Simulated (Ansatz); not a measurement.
ZnS:

```
Zn S
1.0
     0.00000    2.70200    2.70200
     2.70200    0.00000    2.70200
     2.70200    2.70200    0.00000
Zn S
1 1
Direct
  0.75000 0.75000 0.75000
  0.00000 0.00000 0.00000
```

| Property | Result |
| --- | --- |
| Program | Ansatz 0.2.0 |
| Task | single point |
| Functional | PBE |
| Potentials or basis | all-electron LAPW, scalar-relativistic |
| Cutoff | 280 eV (chosen from the basis error) |
| Basis error allowed | 0.001 eV/atom |
| k mesh | 9 × 9 × 9 |
| Occupations | fermi-dirac, width 0.05 eV |
| Spin | no spin polarisation |

On this cell: pressure 1.6 GPa; largest force zero by symmetry; band gap on the k mesh 2.11 eV, direct.

The same run follows on a disturbed copy (atoms moved at random, drawn with an rms of 0.05 Å):

```xyz
2
Lattice="0.0000 2.7020 2.7020 2.7020 0.0000 2.7020 2.7020 2.7020 0.0000" Properties=species:S:1:pos:R:3 pbc="T T T"
Zn    4.0301    4.0193    4.0083
S     0.0000   -0.0564    0.0076
```

Q: What does the disturbed cell give?

A: The energy moves by +5.8 meV/atom; pressure 1.7 GPa; largest force 0.389 eV/Å; band gap on the k mesh 2.07 eV, direct.

Forces in eV/Å, atoms in the order of the input:
```
Zn   0.162 -0.161  0.315
S   -0.162  0.161 -0.315
```

Stress tensor (GPa, compression positive):
```
 1.77 -1.26  0.63
-1.26  1.77 -0.64
 0.63 -0.64  1.70
```

